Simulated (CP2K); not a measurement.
**Te2Pt (Moncheite) under changes of volume**

One of the cells (24.143 Å³/atom); the others are scaled copies at fixed shape and fractional positions:

```
CELL_PARAMETERS angstrom
4.01000 0.00000 0.00000
-2.00500 3.47276 0.00000
0.00000 0.00000 5.20100
ATOMIC_POSITIONS crystal
Pt 0.00000 0.00000 0.00000
Te 0.66667 0.33333 0.75000
Te 0.33333 0.66667 0.25000
```

```yaml
Program: CP2K 2026.2
Functional: PBE
Potentials_or_basis: POTENTIAL_UZH Pt GTH-PBE-q18, Te GTH-PBE-q6; TZVP-MOLOPT-PBE-GTH basis
Density_cutoff: 6123 eV
k_mesh: 8 × 8 × 5
Occupations: fermi-dirac, width 0.05 eV
Spin: no spin polarisation
```

| volume (Å³/atom) | energy over the lowest point (meV/atom) | pressure (GPa) | largest force (eV/Å) |
| --- | --- | --- | --- |
| 22.694 | 207.05 | 21.0 | 2.168 |
| 23.177 | 149.35 | 17.3 | 1.839 |
| 23.660 | 102.29 | 14.0 | 1.538 |
| 24.143 | ? | ? | ? |
| 24.626 | 35.76 | 8.3 | 1.007 |
| 25.108 | 14.44 | 5.9 | 0.774 |
| 25.591 | 0.00 | 3.7 | 0.559 |

**Question.** What does the run at 24.143 Å³/atom give?

**Answer.** Energy over the lowest point 64.75 meV/atom; pressure 11.0 GPa; largest force 1.261 eV/Å.

Worked out: A Birch-Murnaghan fit of order 3 (a polynomial in V^(-2/3)) to the other rows has no minimum within the range. It gives 64.75 meV/atom at 24.143 Å³/atom, against the run's 64.75, and -dE/dV = 11.0 GPa, against 11.0.

Energies are extrapolated to zero smearing.

Caveats: with these potentials and basis sets, volumes of gold and of layered tellurides can stand 1.5 % and more from those of plane-wave programs; the basis of atomic orbitals isn't converged, which shifts pressures, moduli and gaps; forces of over 1 eV/Å show positions far from the minimum, so gaps and moduli don't describe the material at rest (some runs).
